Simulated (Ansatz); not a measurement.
# Cu: pressure up to the limit of the methods

The task here is to estimate one member of a computed series from the others.

Computed with Ansatz 0.2.0 (DFT PBE, with the methods named in each step, unless a step's input says otherwise).

### Starting point

It takes space group Fd-3m (No. 227, cubic). Conventional cell: a = 4.926 Å, b = 4.926 Å, c = 4.926 Å, α = 90.00°, β = 90.00°, γ = 90.00°. Cu (site symmetry -43m) has 4 Cu at 2.13 Å as nearest neighbours.

Structure file:

```xyz
2
Lattice="0.0000 2.4628 2.4628 2.4628 0.0000 2.4628 2.4628 2.4628 0.0000" Properties=species:S:1:pos:R:3 pbc="T T T"
Cu   -0.6157   -0.6157   -0.6157
Cu    0.6157    0.6157    0.6157
```

Whether this phase is the stable one at these pressures isn't tested.

Atoms are numbered in the order of the input: Cu1, Cu2.

Set-up of the first run:

input.yaml

```yaml
crystal:
  lattice:
    - [0.0, 2.4627820114, 2.4627820114]
    - [2.4627820114, 0.0, 2.4627820114]
    - [2.4627820114, 2.4627820114, 0.0]
  atoms:
    - { symbol: Cu, position: [-0.125, -0.125, -0.125] }
    - { symbol: Cu, position: [0.125, 0.125, 0.125] }
kpoints:
  mp_grid: { grid: [13, 13, 13] }
scf:
  occupations: { method: fermi_dirac, width: 0.08 }
hamiltonian:
  xc: pbe
  pseudopotentials: { kind: paw }
output:
  forces: true
  stress: true
relax:
  f_tol: 0.005
  max_steps: 40
  cell: {}
```

The run is started by

```bash
> ansatz run input.yaml --threads 1 --pin off --max-ram 2048MiB --backend cpu --events-out ev --progress --plain --runs-dir out
```

Among the steps run: Cell relaxed at zero pressure, PAW; Volume scaled by 1, PAW; Volume scaled by 0.9, PAW; Volume scaled by 0.8, PAW; Volume scaled by 0.7, PAW; Volume scaled by 0.6, PAW; Volume scaled by 0.5, PAW; Volume scaled by 0.4, PAW; Volume scaled by 0.4, PAW (level accurate).

One of the session's tables, all rows but one given; the rest of the session is left out.

```
              method  volume over the first  volume (Å³/atom)  pressure (GPa)
                 PAW                      1            19.179            0.00
                 PAW                    0.9                 ?               ?
                 PAW                    0.8            15.343           21.07
                 PAW                    0.7            13.425           46.90
                 PAW                    0.6            11.507           97.74
                 PAW                    0.5             9.589          204.14
                 PAW                    0.4             7.671          443.88
PAW (level accurate)                    0.4             7.671          458.98
```

Q: Estimate the row for PAW, 0.9 from the others.

**Answer.** volume (Å³/atom): 17.261; pressure (GPa): 7.43. In the column «volume (Å³/atom)» it lies between PAW, 0.8 (15.343) and PAW, 1 (19.179).
